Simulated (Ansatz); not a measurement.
# Piezoelectric tensor of SiC

Theory: Ansatz 0.2.0, DFT PBE, scalar-relativistic, plane waves, PAW. Cutoff 420 eV, 12×12×6 k-points (Γ-centred), fixed occupations. No spin polarisation.

Relaxed structure:
```xyz
4
Lattice="3.0919 0.0000 0.0000 -1.5460 2.6777 0.0000 0.0000 0.0000 5.0743" Properties=species:S:1:pos:R:3 pbc="T T T"
Si    1.5460    0.8926    2.5604
Si    0.0000    1.7851    0.0232
C     1.5460    0.8926    4.4675
C     0.0000    1.7851    1.9304
```

The cell was relaxed from a distorted copy of a database structure.

(1) Give the relaxed-ion proper piezoelectric stress tensor e_iJ (C/m², Voigt columns xx yy zz yz xz xy).

(2) With the elastic constants (GPa, Voigt order)
```
492.9 101.5  50.2   0.0   0.0   0.0
101.5 492.9  50.2   0.0   0.0   0.0
 50.3  50.3 531.4   0.0   0.0   0.0
  0.0   0.0   0.0 151.0   0.0   0.0
  0.0   0.0   0.0   0.0 151.0   0.0
  0.0   0.0   0.0   0.0   0.0 195.7
```
find the strain coefficients d = e·C⁻¹ (pC/N).

Answers

(1)
```
x    0.000  0.000  0.000  0.000 -0.037  0.000
y    0.000  0.000  0.000 -0.037  0.000  0.000
z   -0.150 -0.150  0.347  0.000  0.000  0.000
```
Signs follow the orientation of the cell as given.

(2)
```
x    0.00  0.00  0.00  0.00 -0.25  0.00
y    0.00  0.00  0.00 -0.25  0.00  0.00
z   -0.31 -0.31  0.71  0.00  0.00  0.00
```
